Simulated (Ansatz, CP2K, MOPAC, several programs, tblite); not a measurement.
Energy against volume for Cs2SnI6 in the vacancy-ordered double perovskite structure, at fixed shape and fractional coordinates, computed by several methods (PBE and r2SCAN, where shown, with plane waves in Ansatz); the cell shown is that of r2SCAN. With free coordinates or axes held, a curve is too stiff, and on another method's shape its minimum isn't the method's own volume. The symmetry is Fm-3m (No. 225, cubic); conventional cell a = 11.841 Å, 46.11 Å³ an atom. Around Cs lie 12 I at 4.19 Å; around Sn lie 6 I at 2.88 Å; around I lie 1 Sn at 2.88 Å and 4 Cs at 4.19 Å. No spin polarisation and no zero-point or thermal motion. Energies count from each curve's lowest point; fits are third-order Birch-Murnaghan.

```cif
data_structure
_symmetry_space_group_name_H-M 'P 1'
_symmetry_Int_Tables_number 1
_cell_length_a 8.3727
_cell_length_b 8.3727
_cell_length_c 8.3727
_cell_angle_alpha 60.000
_cell_angle_beta 60.000
_cell_angle_gamma 60.000
_cell_volume 415.03
loop_
_atom_site_label
_atom_site_type_symbol
_atom_site_fract_x
_atom_site_fract_y
_atom_site_fract_z
_atom_site_occupancy
Cs1 Cs 0.25000 0.25000 0.25000 1
Cs2 Cs 0.75000 0.75000 0.75000 1
Sn1 Sn 0.00000 0.00000 0.00000 1
I1 I 0.24365 0.75635 0.75635 1
I2 I 0.24365 0.75635 0.24365 1
I3 I 0.75635 0.24365 0.75635 1
I4 I 0.75635 0.24365 0.24365 1
I5 I 0.75635 0.75635 0.24365 1
I6 I 0.24365 0.24365 0.75635 1
```

r2SCAN, on the shape of its own relaxed cell:
```tsv
V (Å³/atom)	E (meV/atom)
43.348	11.70
44.731	2.71
46.115	0.00
47.498	2.49
48.881	9.31
```
V₀ = 46.10 Å³ an atom and B₀ = 20 GPa.

PBE/DZVP (CP2K), on the shape of the cell shown:
```csv
V (Å³/atom),E (meV/atom)
40.581,98.62
43.348,37.58
46.115,7.78
48.881,0.00
51.648,7.74
```
V₀ = 48.73 Å³ an atom and B₀ = 16 GPa.

Task: PBE, on the shape of its own relaxed cell, gives
```tsv
V (Å³/atom)	E (meV/atom)
45.597	10.20
47.053	2.42
48.508	0.00
49.963	2.03
51.418	7.74
```
What equilibrium volume and bulk modulus follow?

Result: V₀ = 48.53 Å³ an atom and B₀ = 16 GPa.

GFN2-xTB (tblite), on the shape of the cell shown, as a cluster of 36 atoms at the zone centre:
```tsv
V (Å³/atom)	E (meV/atom)
40.581	164.53
43.348	100.09
46.115	57.12
48.881	30.19
51.648	0.00
```
The lowest point is an end point, so the minimum isn't bracketed.

Task: PM7 (MOPAC), on the shape of the cell shown, as a cluster of 36 atoms at the zone centre, gives
```csv
V (Å³/atom),E (meV/atom)
40.581,438.35
43.348,178.29
46.115,47.36
48.881,0.00
51.648,9.02
```
What equilibrium volume and bulk modulus follow?

Result: V₀ = 49.69 Å³ an atom and B₀ = 50 GPa.
